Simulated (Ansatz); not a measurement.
Runs of Ansatz 0.2.0 on ZrB2. The structure is hexagonal, space group P6/mmm (No. 191). Conventional cell: a = 3.170 Å, b = 3.170 Å, c = 3.533 Å, α = 90.00°, β = 90.00°, γ = 120.00°. Zr (site symmetry 6/mmm) has 12 B at 2.54 Å as nearest neighbours. Around B (site symmetry -6m2) lie 3 B at 1.83 Å. 

| task | level | cell | smearing | points for each segment of the path | gap on the mesh (eV) | pressure (GPa) | relaxed volume (Å³/atom) |
| --- | --- | --- | --- | --- | --- | --- | --- |
| single point | PBE | as given | gaussian 0.011 eV | - | none | 0.8 | - |
| relaxation of cell and atoms | PBE | relaxed | fermi-dirac 0.05 eV | - | - | 0.0 | (a) |
| band structure | PBE | as given | fermi-dirac 0.05 eV | 14 | none | 0.8 | - |
| relaxation of cell and atoms | RPBE+D4 | relaxed | fermi-dirac 0.05 eV | - | - | 0.0 | 9.92 |
| relaxation of cell and atoms | RPBE+D3(BJ) | relaxed | fermi-dirac 0.05 eV | - | none | 0.0 | 9.05 |

Alike in all rows: potentials or basis Ansatz PAW; no spin polarisation; k mesh 10 × 10 × 8; cutoff (eV) 420.

Q: Fill in the values left out.

A: (a) 10.28.

Caveats: the plane-wave basis is chosen anew once the cell has moved, so the energies of steps on either side of that aren't comparable (some runs); the PAW data sets come from PBE, with cores solved anew for the run's functional, which leaves a small shift of forces and pressure (some runs); the volume moved by -12 % from the deposited cell, more than functionals usually miss (some runs); pairwise dispersion overbinds metals, which lowers pressure and volume (some runs).

A k mesh can miss the band edges, and the runs leave out spin-orbit coupling on Zr.

A gap of «none» marks a metal or a gap under the smearing width.
